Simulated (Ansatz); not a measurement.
Runs of Ansatz 0.2.0 on NbAs. The structure is tetragonal, space group I4_1md (No. 109). Conventional cell: a = 3.452 Å, b = 3.452 Å, c = 11.680 Å, α = 90.00°, β = 90.00°, γ = 90.00°. Nb (site symmetry 2mm) has 6 As at 2.60 to 2.63 Å as nearest neighbours. As (site symmetry 2mm) is surrounded by 6 Nb at 2.60 to 2.63 Å. 

```tsv
task	level	U	cell	k mesh	cutoff (eV)	points for each segment of the path	hubbard projectors	double counting	mesh quality	gap on the mesh (eV)	pressure (GPa)	V0 of scaled cells (Å³/atom)	B0 (GPa)	largest force (eV/Å)
equation of state	PBEsol	-	as given	11 × 11 × 11	420	-	-	-	not flagged	-	-	17.16	179	-
band structure	PBEsol0	-	as given	6 × 6 × 6	420	4	-	-	coarse	-	-	-	-	(a)
projected density of states	PBEsol+U	Nb d U = 3 eV	as given	11 × 11 × 11	420	-	ortho-atomic (the default)	fll (the default)	not flagged	none	-1.3	-	-	0.28
projected density of states	PBEsol+U	Nb d U = 4 eV	as given	11 × 11 × 11	420	-	ortho-atomic (the default)	fll (the default)	not flagged	none	-0.9	-	-	0.27
projected density of states	PBEsol+U	Nb d U = 2 eV	as given	11 × 11 × 11	420	-	ortho-atomic (the default)	fll (the default)	not flagged	none	-1.7	-	-	0.28
relaxation of cell and atoms	PBEsol+D3(BJ)+ATM	-	relaxed	11 × 11 × 11	420	-	-	-	not flagged	0.06	0.0	-	-	-
projected density of states	LDA+U	Nb d U = 6 eV	as given	11 × 11 × 11	420	-	ortho-atomic (the default)	fll (the default)	not flagged	none	-1.1	-	-	(b)
single point	PBE	-	as given	11 × 11 × 11	420	-	-	-	not flagged	none	3.3	-	-	0.30
equation of state	LDA	-	as given	11 × 11 × 11	420	-	-	-	not flagged	-	-	16.85	187	-
projected density of states	PBEsol	-	as given	11 × 11 × 11	420	-	-	-	not flagged	none	-2.3	-	-	0.29
equation of state	r2SCAN	-	as given	11 × 11 × 11	500	-	-	-	not flagged	-	-	17.59	173	-
projected density of states	LDA+U	Nb d U = 3 eV	as given	11 × 11 × 11	420	-	ortho-atomic (the default)	fll (the default)	not flagged	none	-4.5	-	-	0.27
```

Alike in all rows: potentials or basis Ansatz PAW; no spin polarisation; smearing fermi-dirac 0.05 eV.

Task: Estimate the missing entries.

Result: (a) 0.31; (b) 0.05.

Caveats: some runs use coarse meshes; the PAW data sets come from PBE, with cores solved anew for the run's functional, which leaves a small shift of forces and pressure (some runs); U without spin polarisation on a metal has little footing (some runs); the U is typed as a test and isn't derived for this compound (some runs); the cell was scaled at fixed shape and fractional positions, which overstates the stiffness of a crystal with free parameters, most of all of layers and chains (some runs); the k mesh misses the band edges, so the gap on the mesh is wider than the one along the path (some runs); odd divisions of the mesh miss points on the zone boundary, where band edges often lie, so the gap on the mesh can be too wide (some runs); the plane-wave basis is chosen anew once the cell has moved, so the energies of steps on either side of that aren't comparable (some runs).

A k mesh can miss the band edges, and the runs leave out spin-orbit coupling on As, Nb.

A gap of «none» marks a metal or a gap under the smearing width.

Not every run made on this cell is shown here.
